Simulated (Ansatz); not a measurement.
AlN:

```xyz
4
Lattice="3.1130 0.0000 0.0000 -1.5565 2.6959 0.0000 0.0000 0.0000 4.9810" Properties=species:S:1:pos:R:3 pbc="T T T"
Al    1.5565    0.8986    2.4905
Al    0.0000    1.7973    0.0000
N     1.5565    0.8986    4.3833
N     0.0000    1.7973    1.8928
```

Base run:

```yaml
Program: Ansatz 0.2.0
Functional: LDA
Potentials_or_basis: all-electron LAPW, scalar-relativistic
Cutoff: 346 eV
Density_cutoff: 1386 eV
Basis_error_allowed: 0.002 eV/atom
k_mesh: 10 × 10 × 6
Occupations: fermi-dirac, width 0.05 eV
Spin: no spin polarisation
```

Its results: band gap on the k mesh 4.24 eV, direct; pressure -4.6 GPa; largest force 0.117 eV/Å.

**Question.** After a change of settings the same cell gave: band gap on the k mesh 4.22 eV, direct; pressure 3.6 GPa; largest force 0.129 eV/Å. Which change was it?
A. functional from LDA to PBEsol; basis error allowed from 0.002 eV/atom to 0.001 eV/atom
B. functional from LDA to PBE
C. functional from LDA to PBEsol

**Answer.** B.

PBE binds less tightly than LDA, so the same cell stands under more pressure.

Not every run made on this cell is shown here.
